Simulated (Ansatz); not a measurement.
# ZrO2 (P4_2/nmc): equation of state and elastic constants

How stiff is ZrO2 (P4_2/nmc)? Energies and pressures are computed at volumes on both sides of the relaxed cell and fitted, then the elastic tensor.

Program: Ansatz 0.2.0. Level of theory: DFT r²SCAN, scalar-relativistic, plane waves, PAW. These are calculated values, not measurements.

**1. The structure to begin with**

It takes space group P4_2/nmc (No. 137, tetragonal). Conventional cell: a = 3.601 Å, b = 3.601 Å, c = 5.227 Å, α = 90.00°, β = 90.00°, γ = 90.00°. Zr (site symmetry -4m2) is surrounded by 4 O at 2.07 Å. Around O (site symmetry 2mm) lie 2 Zr at 2.07 Å.

Structure file:

```
CELL_PARAMETERS angstrom
3.60113 0.00000 0.00000
0.00000 3.60113 0.00000
0.00000 0.00000 5.22745
ATOMIC_POSITIONS crystal
Zr 0.00000 0.00000 0.00000
Zr 0.50000 0.50000 0.50000
O 0.00000 0.50000 0.19684
O 0.00000 0.50000 0.69684
O 0.50000 0.00000 0.30316
O 0.50000 0.00000 0.80316
```

An earlier run at r²SCAN left this cell at 11.298 Å³/atom and 0.04 GPa (6×6×4 mesh).

Volume factors to run: 0.980, 1.020, 0.960, 1.040, 1.070.

**2. At 0.980 of the relaxed volume**

Input file input.yaml:

```yaml
crystal:
  lattice:
    - [3.5769609724, 0.0, 0.0]
    - [0.0, 3.5769609724, 0.0]
    - [0.0, 0.0, 5.1923628659]
  atoms:
    - { symbol: Zr, position: [0.0, 0.0, 0.0] }
    - { symbol: Zr, position: [0.5, 0.5, 0.5] }
    - { symbol: O, position: [0.0, 0.5, 0.1968433066] }
    - { symbol: O, position: [0.0, 0.5, 0.6968433066] }
    - { symbol: O, position: [0.5, 0.0, 0.3031566934] }
    - { symbol: O, position: [0.5, 0.0, 0.8031566934] }
basis:
  ecutwfc: 500
  ecutrho_ratio: 4
kpoints:
  mp_grid: { grid: [6, 6, 4] }
hamiltonian:
  xc: r2scan
scf:
  occupations: { method: gaussian, width: 0.05 }
output:
  forces: true
  stress: true
  eigenvalues: true
relax:
  f_tol: 0.01
  max_steps: 40
  cell: { stress_tol: 0.1, fix: [volume] }
```

Started as:

```console
> ansatz run input.yaml --threads 4 --pin off --max-ram 7168MiB --backend cpu --events-out ev --progress --plain --runs-dir out
```

The runs that follow: Scaling the volume by 1.020; Scaling the volume by 0.960; Scaling the volume by 1.040; Scaling the volume by 1.070; The elastic tensor from strained cells.

Q: Predict the outcome of this session. Wanted: V0; B0; B0′; scatter of the fit; C11, C12, C44; K, G, E; Poisson's ratio.

The runs gave:

```
          quantity             value
                V0    11.300 Å³/atom
                B0           181 GPa
               B0′               6.1
scatter of the fit    0.006 meV/atom
     C11, C12, C44  375, 228, 28 GPa
    K, G, E (Hill)  188, 71, 189 GPa
   Poisson's ratio              0.33
```

What this shows: The fitted minimum lies at 11.30 Å³/atom, and the bulk modulus is 181 GPa. One per cent of compression takes about 1.8 GPa. The gap on the mesh shrinks from 4.63 to 4.58 eV as the cell expands over this range. All eigenvalues of the tensor are positive, so the cell is mechanically stable. K/G = 2.65 lies over Pugh's 1.75, an empirical mark of ductile behaviour drawn from metals, and the universal anisotropy index of 4.14 is large. The tensor's bulk modulus (Hill average) differs from the fitted one by +4 %. These are values at 0 K without zero-point motion.
